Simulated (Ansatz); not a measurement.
ZrC in Ansatz: the effect of functional

Crystal: ZrC.

```
Zr C
1.0
     0.00000    2.41138    2.41138
     2.41138    0.00000    2.41138
     2.41138    2.41138    0.00000
Zr C
1 1
Cartesian
  2.4114 2.4114 2.4114
  0.0000 0.0000 0.0000
```

The cell isn't the ideal one: volume scaled by 1.06.

Alike in all runs:

- Program: Ansatz 0.2.0
- Task: single point
- Potentials or basis: Ansatz PAW
- k mesh: 10 × 10 × 10
- Occupations: fermi-dirac, width 0.05 eV
- Spin: no spin polarisation

| functional | cutoff | pressure (GPa) |
| --- | --- | --- |
| LDA | 420 eV (not typed: the program's choice for these potentials) | ? |
| r2SCAN | 500 eV (not typed: the program's choice for these potentials) | -14.0 |
| PBE | 420 eV (not typed: the program's choice for these potentials) | -13.8 |

Problem. What does the run with functional LDA give?

Solution. Pressure -22.5 GPa.

Caveats: the PAW data sets come from PBE, with cores solved anew for the run's functional, which leaves a small shift of forces and pressure (some runs).
